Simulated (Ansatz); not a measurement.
# antiNiAs-structured BaS

Computed with Ansatz (plane waves, PAW, 420 eV cutoff): PBE, scalar-relativistic, no spin polarisation, 8×8×6 k-mesh, Gaussian smearing of 0.05 eV; PAW files: Ansatz's generated set soft_2.

```
CELL_PARAMETERS angstrom
4.41238 0.00000 0.00000
-2.20619 3.82124 0.00000
0.00000 0.00000 7.75391
ATOMIC_POSITIONS crystal
Ba 0.33333 0.66667 0.25000
Ba 0.66667 0.33333 0.75000
S 0.00000 0.00000 0.00000
S 0.00000 0.00000 0.50000
```

This is a trial structure; measured cells of the compound in the Crystallography Open Database are in space group Fm-3m (rock salt).

Cell and atoms are those of this level's equilibrium.

The cell has space group P6_3/mmc (read at 0.01 Å). In it the stress is 0.00, 0.00, 0.00, 0.00, 0.00, 0.00 GPa and the largest force component 0.000 eV/Å. Each change below starts from this cell, without further relaxation. Stress is in GPa, positive in compression, in the order xx, yy, zz, yz, xz, xy; energies are counted from the cell above.

What happens when atom 3 (S) is moved by 0.20 Å along y?

The energy changes by 43.0 meV per cell, and the force on it along the shift is -0.434 eV/Å (−F/u = 2.17 eV/Å²). Stress: 0.17, 0.22, 0.27, 0.26, 0.00, 0.00. The gap on the mesh goes from 1.98 eV to 2.02 eV.
```
atom  Fx (eV/Å)      Fy      Fz
 Ba1      0.000   0.288   0.079
 Ba2      0.000   0.193  -0.061
  S3      0.000  -0.434  -0.018
  S4      0.000  -0.047   0.000
```
In a harmonic crystal the energy would rise by −½F·u = ½ × 2.17 × 0.20² eV = 43.4 meV, which matches.

What happens when atom 3 (S) is moved by 0.05 Å along z?

The energy changes by 5.6 meV per cell, and the force on it along the shift is -0.224 eV/Å (−F/u = 4.48 eV/Å²). Stress: 0.02, 0.02, 0.01, 0.00, 0.00, 0.00.
```tsv
atom	Fx (eV/Å)	Fy	Fz
Ba1	0.000	0.000	0.053
Ba2	0.000	0.000	0.044
S3	0.000	0.000	-0.224
S4	0.000	0.000	0.127
```
In a harmonic crystal the energy would rise by −½F·u = ½ × 4.48 × 0.05² eV = 5.6 meV, which matches.

What stress follows from an engineering strain of 3 % in xx, atoms carried along?

-1.81, -0.80, -0.54, 0.00, 0.00, 0.00 GPa; the energy changes by 22.7 meV per cell. The gap on the mesh goes from 1.98 eV to 1.95 eV.
```tsv
atom	Fx (eV/Å)	Fy	Fz
Ba1	0.000	0.028	0.000
Ba2	0.000	-0.028	0.000
S3	0.000	0.000	0.000
S4	0.000	0.000	0.000
```
The change of the stress over the strain gives a clamped-atom stiffness of about 60 GPa for this component, a secant value that lies under the elastic constant in tension and over it in compression, by several per cent for each per cent of strain.
In a harmonic crystal the energy would rise by V(½Cε² − σ₀ε), with σ₀ the stress of the unstrained cell, = 22.1 meV, which matches.

What stress follows from an engineering strain of -1 % in xy, atoms carried along?

0.00, 0.01, 0.01, 0.00, 0.00, 0.18 GPa; the energy changes by 0.8 meV per cell.
```tsv
atom	Fx (eV/Å)	Fy	Fz
Ba1	-0.013	0.000	0.000
Ba2	0.013	0.000	0.000
S3	0.000	0.000	0.000
S4	0.000	0.000	0.000
```
The change of the stress over the strain gives a clamped-atom stiffness of about 18.4 GPa for this component.

All atoms and the cell are disturbed at random:
```xyz
4
Lattice="4.3540 -0.0548 0.0190 -2.2244 3.8459 -0.0248 0.0334 -0.0310 7.7687" Properties=species:S:1:pos:R:3 pbc="T T T"
Ba   -0.0512    2.4518    1.8931
Ba    2.1453    1.3312    5.7743
S     0.1236   -0.0224    0.0006
S    -0.0382   -0.0159    3.9793
```
Give the energy change, the stress and the forces.

90.7 meV per cell; stress 0.82, 1.12, 0.52, -0.03, -0.04, 0.34 GPa. The gap on the mesh goes from 1.98 eV to 2.04 eV.
| atom | Fx (eV/Å) | Fy | Fz |
| --- | --- | --- | --- |
| Ba1 | 0.122 | 0.172 | 0.112 |
| Ba2 | 0.157 | -0.323 | 0.244 |
| S3 | -0.253 | 0.044 | 0.203 |
| S4 | -0.027 | 0.108 | -0.558 |

All atoms and the cell are disturbed at random:
```
CELL_PARAMETERS angstrom
4.35521 0.01664 0.01315
-2.16319 3.82027 0.02904
0.02312 0.07228 7.71823
ATOMIC_POSITIONS crystal
Ba 0.33377 0.68770 0.25630
Ba 0.66652 0.32055 0.75918
S 0.01511 0.04119 0.99448
S 0.98459 0.95057 0.49005
```
Give the energy change, the stress and the forces.

148.1 meV per cell; stress 2.36, 0.38, 1.48, -0.37, -0.32, -0.43 GPa. The gap on the mesh goes from 1.98 eV to 2.11 eV.
```
atom  Fx (eV/Å)      Fy      Fz
 Ba1      0.293  -0.340  -0.318
 Ba2     -0.133   0.175  -0.436
  S3      0.099  -0.280   0.260
  S4     -0.259   0.444   0.495
```

Semilocal functionals underestimate band gaps, commonly by a third or more. No spin–orbit coupling, a notable omission for heavy elements.
